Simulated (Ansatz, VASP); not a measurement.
# Cross-check of GaN between VASP and Ansatz

One calculation is typed for both programs; each brings its own data sets and cutoff. How far apart do they land?

Calculated with Ansatz 0.2.0; plane waves, with VASP 6.6.1 beside it; G0W0 gap at PBE.

In doubt: GW ran without a cut-off Coulomb interaction for the vacuum, so the values of those runs are not to be relied on.

## (1) Starting point

The cell holds 2 atoms: 1 Ga and 1 N. Its edges and angles: a = 2.965 Å, b = 2.965 Å, c = 8.000 Å, α = 90.0°, β = 90.0°, γ = 120.0°. Vacuum lies along c.

## (2) VASP: G0W0 gap, PBE

Quasiparticle shifts depend on high empty states and on the cores, so they are the hardest test of two PAW sets.

Lines of VASP's logs that name or quote its potential files are left out, and so is its time.

The run reads the wave functions of an earlier VASP run, which isn't shown here.

File INCAR:

```
SYSTEM = GaN
PREC = Accurate
ENCUT = 450
ISMEAR = 0
SIGMA = 0.01
LREAL = .FALSE.
GGA = PE
NBANDS = 120
ALGO = EVGW0
NELMGW = 1
ENCUTGW = 90
NOMEGA = 48
PRECFOCK = Fast
NBANDSGW = 24
LWAVE = .FALSE.
LCHARG = .FALSE.
```

File POSCAR:

```
GaN
1.0
    2.9648888402      0.0000000000      0.0000000000
   -1.4824444201      2.5676690550      0.0000000000
    0.0000000000      0.0000000000      8.0000000000
Ga N
1 1
Direct
    0.3333333333      0.6666666667      0.4987806884
    0.6666666667      0.3333333333      0.5012193116
```

File KPOINTS:

```
Automatic mesh
0
Gamma
9 9 1
0 0 0
```

The projector-augmented-wave data sets are Ga_d_GW and N_GW (PBE family, release 64).

Started as:

```bash
$ mpirun -np 8 vasp_std
```

Numbers of over 12 decimals in the logs are rounded to 6 here.

The log of the run:

```text
[banner, memory and clock lines left out]
running    8 mpi-ranks, on    1 nodes
 distrk:  each k-point on    8 cores,    1 groups
 distr:  one band on    1 cores,    8 groups

 POSCAR found type information on POSCAR GaN
 POSCAR found :  2 types and       2 ions
|                                                                             |
|           W    W    AA    RRRRR   N    N  II  N    N   GGGG   !!!           |
|           W    W   A  A   R    R  NN   N  II  NN   N  G    G  !!!           |
|           W    W  A    A  R    R  N N  N  II  N N  N  G       !!!           |
|           W WW W  AAAAAA  RRRRR   N  N N  II  N  N N  G  GGG   !            |
|           WW  WW  A    A  R   R   N   NN  II  N   NN  G    G                |
|           W    W  A    A  R    R  N    N  II  N    N   GGGG   !!!           |
|                                                                             |
|     For optimal performance we recommend to set                             |
|       NCORE = 2 up to number-of-cores-per-socket                            |
|     NCORE specifies how many cores store one orbital (NPAR=cpu/NCORE).      |
|     This setting can greatly improve the performance of VASP for DFT.       |
|     The default, NCORE=1 might be grossly inefficient on modern             |
|     multi-core architectures or massively parallel machines. Do your        |
|     Unfortunately you need to use the default for GW and RPA                |
|     calculations (for HF NCORE is supported but not extensively tested      |
|     yet).                                                                   |
|                                                                             |

|                                                                             |
|           W    W    AA    RRRRR   N    N  II  N    N   GGGG   !!!           |
|           W    W   A  A   R    R  NN   N  II  NN   N  G    G  !!!           |
|           W    W  A    A  R    R  N N  N  II  N N  N  G       !!!           |
|           W WW W  AAAAAA  RRRRR   N  N N  II  N  N N  G  GGG   !            |
|           WW  WW  A    A  R   R   N   NN  II  N   NN  G    G                |
|           W    W  A    A  R    R  N    N  II  N    N   GGGG   !!!           |
|                                                                             |
|     The default for ENCUTGWSOFT is different in this version of VASP.       |
|     please manually set ENCUTGWSOFT =90 in the INCAR file.                  |
|                                                                             |

 LDA part: xc-table for (Slater+PW92), standard interpolation
 found WAVECAR, reading the header
 POSCAR, INCAR and KPOINTS ok, starting setup
 FFT: planning ... GRIDC
 FFT: planning ... GRID_SOFT
 FFT: planning ... GRID
 reading WAVECAR
 the WAVECAR file was read successfully
 initial charge from wavefunction
 available memory per node:    133.19 GB, setting MAXMEM to    136390

 The Fermi energy was updated, please check that it is located mid-gap
 values below the HOMO (VB) or above the LUMO (CB) will cause erroneous energies
 E-fermi :   0.1565

 calculate exact exchange contribution
 the WAVEDER file was read successfully
energies w=
    0.000    0.000    0.590    0.000    1.178    0.000    1.762    0.000
    2.338    0.000    2.907    0.000    3.466    0.000    4.015    0.000
    4.554    0.000    5.083    0.000    5.603    0.000    6.114    0.000
    6.618    0.000    7.115    0.000    7.609    0.000    8.099    0.000
    8.589    0.000    9.079    0.000    9.573    0.000   10.072    0.000
   10.579    0.000   11.097    0.000   11.628    0.000   12.176    0.000
   12.746    0.000   13.340    0.000   13.964    0.000   14.625    0.000
   15.328    0.000   16.083    0.000   16.899    0.000   17.788    0.000
   18.766    0.000   19.852    0.000   21.070    0.000   22.451    0.000
   24.036    0.000   25.883    0.000   28.066    0.000   30.694    0.000
   33.925    0.000   37.998    0.000   43.295    0.000   50.461    0.000
   60.685    0.000   76.420    0.000  103.670    0.000  162.089    0.000
 responsefunction array rank=     128
 LDA part: xc-table for (Slater+PW92), standard interpolation

 min. memory requirement per mpi rank    133.9 MB, per node   1071.0 MB

 allocating   6 responsefunctions rank=   128
 shmem allocating  48 responsefunctions rank=   128
 response function shared by NCSHMEM nodes    1
 Doing            6  frequencies on each core in blocks of           48
NQ=   1    0.0000    0.0000    0.0000,
|.........|.........|.........|.........|.........|.........|.........|.........
 performed        230000 updates of chi_q(r,r)
 total number of BLAS operations         27.05 Gflops
NQ=   2    0.1111   -0.0000    0.0000,
|.........|.........|.........|.........|.........|.........|.........|.........
 performed        702000 updates of chi_q(r,r)
 total number of BLAS operations         87.11 Gflops
NQ=   3    0.2222    0.0000    0.0000,
|.........|.........|.........|.........|.........|.........|.........|.........
 performed       1174000 updates of chi_q(r,r)
 total number of BLAS operations        139.79 Gflops
NQ=   4    0.3333   -0.0000    0.0000,
|.........|.........|.........|.........|.........|.........|.........|.........
 performed       1646000 updates of chi_q(r,r)
 total number of BLAS operations        192.46 Gflops
NQ=   5    0.4444    0.0000    0.0000,
|.........|.........|.........|.........|.........|.........|.........|.........
 performed       2118000 updates of chi_q(r,r)
 total number of BLAS operations        245.14 Gflops
NQ=   6    0.1111    0.1111    0.0000,
|.........|.........|.........|.........|.........|.........|.........|.........
 performed       2642000 updates of chi_q(r,r)
 total number of BLAS operations        304.58 Gflops
NQ=   7    0.2222    0.1111    0.0000,
|.........|.........|.........|.........|.........|.........|.........|.........
 performed       3270000 updates of chi_q(r,r)
 total number of BLAS operations        375.77 Gflops
NQ=   8    0.3333    0.1111    0.0000,
|.........|.........|.........|.........|.........|.........|.........|.........
 performed       3898000 updates of chi_q(r,r)
 total number of BLAS operations        445.77 Gflops
NQ=   9    0.4444    0.1111    0.0000,
|.........|.........|.........|.........|.........|.........|.........|.........
 performed       4422000 updates of chi_q(r,r)
 total number of BLAS operations        504.22 Gflops
NQ=  10    0.2222    0.2222    0.0000,
|.........|.........|.........|.........|.........|.........|.........|.........
 performed       4946000 updates of chi_q(r,r)
 total number of BLAS operations        562.67 Gflops
NQ=  11    0.3333    0.2222    0.0000,
|.........|.........|.........|.........|.........|.........|.........|.........
 performed       5574000 updates of chi_q(r,r)
 total number of BLAS operations        629.15 Gflops
NQ=  12    0.3333    0.3333    0.0000,
|.........|.........|.........|.........|.........|.........|.........|.........
 performed       5868000 updates of chi_q(r,r)
 total number of BLAS operations        656.61 Gflops
 resolving degeneracies of screened two electron integrals

 calculate QP shifts <psi_nk| G(iteration)W_0 |psi_nk>: iteration 1
 entering main loop
```

From OUTCAR (step 2):

```text
ion  position               nearest neighbor table
   1  0.333  0.667  0.499-   2 1.71   2 1.71   2 1.71
   2  0.667  0.333  0.501-   1 1.71   1 1.71   1 1.71

  LATTYP: Found a hexagonal cell.
 ALAT       =     2.9648888402
 C/A-ratio  =     2.6982461843

 Subroutine GETGRP returns: Found  6 space group operations
 (whereof  6 operations were pure point group operations)

The static configuration has the point symmetry C_3v.

 Found     12 irreducible k-points:

   k-points           NKPTS =     12   k-points in BZ     NKDIM =     81   number of bands    NBANDS=    120

   dimension x,y,z NGX =    24 NGY =   24 NGZ =   56
   dimension x,y,z NGXF=    48 NGYF=   48 NGZF=  112

   ENCUT  =  450.0 eV  33.07 Ry    5.75 a.u.   5.13  5.13 13.84*2*pi/ulx,y,z

   NELECT =      18.0000    total number of electrons

  energy-cutoff  :      450.00
  volume of cell :       60.90
      direct lattice vectors                 reciprocal lattice vectors
     2.964888840  0.000000000  0.000000000     0.337280773  0.194729145  0.000000000
    -1.482444420  2.567669055  0.000000000     0.000000000  0.389458290  0.000000000
     0.000000000  0.000000000  8.000000000     0.000000000  0.000000000  0.125000000

 k-points in reciprocal lattice and weights: Automatic mesh
   0.00000000  0.00000000  0.00000000       0.012
   0.11111111 -0.00000000  0.00000000       0.074
   0.22222222  0.00000000  0.00000000       0.074
   0.33333333 -0.00000000  0.00000000       0.074
   0.44444444  0.00000000  0.00000000       0.074
   0.11111111  0.11111111  0.00000000       0.074
   0.22222222  0.11111111  0.00000000       0.148
   0.33333333  0.11111111  0.00000000       0.148
   0.44444444  0.11111111  0.00000000       0.074
   0.22222222  0.22222222  0.00000000       0.074
   0.33333333  0.22222222  0.00000000       0.148
   0.33333333  0.33333333  0.00000000       0.025

 E-fermi :   0.1565

 QP shifts <psi_nk| G(iteration)W_0 |psi_nk>: iteration 1
 for sc-GW calculations column KS-energies equals QP-energies in previous step
 and V_xc(KS)=  KS-energies - (<T + V_ion + V_H > + <T+V_H+V_ion>^1  + <V_x>^1)
 k-point   1 :       0.0000    0.0000    0.0000
  band No.  KS-energies  QP-energies   sigma(KS)   V_xc(KS)     V^pw_x(r,r')   Z            occupation Imag(sigma)
    ...
      6     -13.5935     -17.1055     -25.2113     -20.4110     -32.6463       0.7316       2.0000       0.2954
      7      -4.9727      -6.3887     -14.4418     -12.4810     -17.5641       0.7221       2.0000       0.1345
      8      -1.1205      -2.1513     -20.0878     -18.7653     -23.0250       0.7794       2.0000       0.0658
      9      -1.1205      -2.1513     -20.0878     -18.7653     -23.0250       0.7794       2.0000       0.0658
     10       1.4336       2.0927      -5.9382      -6.7181      -3.7745       0.8450       0.0000      -0.0543
     11       4.3467       5.2520      -6.1403      -7.2378      -3.8256       0.8249       0.0000      -0.0667
     12       4.3867       5.2538      -6.2066      -7.2335      -3.8748       0.8444       0.0000      -0.0577
     13       9.0465       9.8622      -5.4079      -6.3804      -2.6254       0.8389       0.0000      -0.0937
    ...

 k-point   2 :       0.1111   -0.0000    0.0000
  band No.  KS-energies  QP-energies   sigma(KS)   V_xc(KS)     V^pw_x(r,r')   Z            occupation Imag(sigma)
    ...
      6     -13.5444     -17.0402     -25.0835     -20.3261     -32.5005       0.7348       2.0000       0.3034
      7      -4.7167      -6.1378     -14.6062     -12.6590     -17.6731       0.7298       2.0000       0.1278
      8      -2.1457      -3.2831     -19.2866     -17.8161     -22.2434       0.7735       2.0000       0.0761
      9      -1.4665      -2.5251     -19.8267     -18.4687     -22.8039       0.7796       2.0000       0.0690
     10       1.9007       2.5284      -5.6778      -6.4187      -3.6460       0.8472       0.0000      -0.0547
     11       4.4647       5.4138      -6.4923      -7.6578      -4.0966       0.8144       0.0000      -0.0709
     12       4.8816       5.7917      -6.6828      -7.7644      -4.2940       0.8414       0.0000      -0.0610
     13       9.3485      10.2089      -5.8433      -6.8764      -2.9125       0.8328       0.0000      -0.1017
    ...

 k-point   3 :       0.2222    0.0000    0.0000
  band No.  KS-energies  QP-energies   sigma(KS)   V_xc(KS)     V^pw_x(r,r')   Z            occupation Imag(sigma)
    ...
      6     -13.3768     -16.7490     -24.6284     -20.0305     -31.9822       0.7334       2.0000       0.3368
      7      -4.1827      -5.4920     -18.5758     -16.8294     -21.9963       0.7497       2.0000       0.1157
      8      -4.0016      -5.3924     -15.0981     -13.2163     -18.0232       0.7391       2.0000       0.1120
      9      -2.2674      -3.3616     -19.2781     -17.8583     -22.3591       0.7707       2.0000       0.0776
     10       2.8262       3.4593      -5.1589      -5.9063      -3.0361       0.8471       0.0000      -0.0606
     11       4.6546       5.6821      -7.4329      -8.7164      -4.8166       0.8006       0.0000      -0.0775
     12       5.8659       6.8307      -6.8836      -8.0404      -4.3096       0.8340       0.0000      -0.0717
     13       9.1270      10.2235      -7.9377      -9.2982      -4.4859       0.8060       0.0000      -0.1303
    ...

 k-point   4 :       0.3333   -0.0000    0.0000
  band No.  KS-energies  QP-energies   sigma(KS)   V_xc(KS)     V^pw_x(r,r')   Z            occupation Imag(sigma)
    ...
      6     -13.0122     -16.1721     -23.8617     -19.5687     -31.0980       0.7360       2.0000       0.4051
      7      -6.3252      -7.7119     -17.8049     -15.8993     -21.7334       0.7277       2.0000       0.1772
      8      -3.0868      -4.1920     -18.7452     -17.2965     -21.9324       0.7629       2.0000       0.0864
      9      -3.0065      -4.3064     -15.8906     -14.1502     -18.6478       0.7469       2.0000       0.0923
     10       4.0509       4.8087      -5.8373      -6.7459      -3.4102       0.8341       0.0000      -0.0708
     11       4.4701       5.5120      -8.0885      -9.3892      -5.2155       0.8010       0.0000      -0.0794
     12       6.5770       7.5634      -6.9951      -8.1756      -4.2439       0.8356       0.0000      -0.0743
     13       8.8899       9.8375      -6.7546      -7.9258      -3.6415       0.8092       0.0000      -0.1431
    ...

[... 4 further parts left out ...]
```

(Continued in part 2 of 2.)

[Lines on the potential files, build, host, timing and source positions are cut from VASP's logs without a mark.]

[Logs are printed without paths, hosts, clocks, repeated set-up lines and the standing remarks that a program may print on its own settings, such as how far it seeks lower states.]

[Hosts, paths, dates, database ids (printed as entryN), source tags and the programs' standing remarks are cut or masked in the printed files.]
